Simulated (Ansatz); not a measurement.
Runs of Ansatz 0.2.0 on HfO2. The structure is tetragonal, space group P4_2/nmc (No. 137). Conventional cell: a = 3.558 Å, b = 3.558 Å, c = 5.172 Å, α = 90.00°, β = 90.00°, γ = 90.00°. Hf (site symmetry -4m2) is surrounded by 4 O at 2.05 Å. O (site symmetry 2mm) is surrounded by 2 Hf at 2.05 Å. Measurements of this composition are mostly on another form, of space group No. 14.

| task | level | cutoff (eV) | basis error allowed | gap on the mesh (eV) | pressure (GPa) | largest force (eV/Å) |
| --- | --- | --- | --- | --- | --- | --- |
| band structure | PBE | 409 | 0.002 eV/atom | (b) | 10.0 | 0.14 |
| band structure | PBEsol | 409 | 0.002 eV/atom | 4.65 | 1.9 | 0.09 |
| single point | PBEsol | 442 | 0.001 eV/atom | 4.65 | 1.9 | 0.09 |
| band structure | LDA | 409 | 0.002 eV/atom | 4.56 | -4.6 | (a) |

Alike in all rows: potentials or basis all-electron LAPW, scalar-relativistic; no spin polarisation; cell as given; k mesh 8 × 8 × 5; smearing fermi-dirac 0.05 eV.

Question: Estimate the missing entries.

Answer: (a) 0.03; (b) 4.77.

Caveats: spin-orbit coupling is left out, which moves the levels of the heavy elements; an odd mesh through Γ misses points on the zone boundary, where band edges often lie (some runs).

A k mesh can miss the band edges, and the runs leave out spin-orbit coupling on Hf.

Not every run made on this cell is shown here.
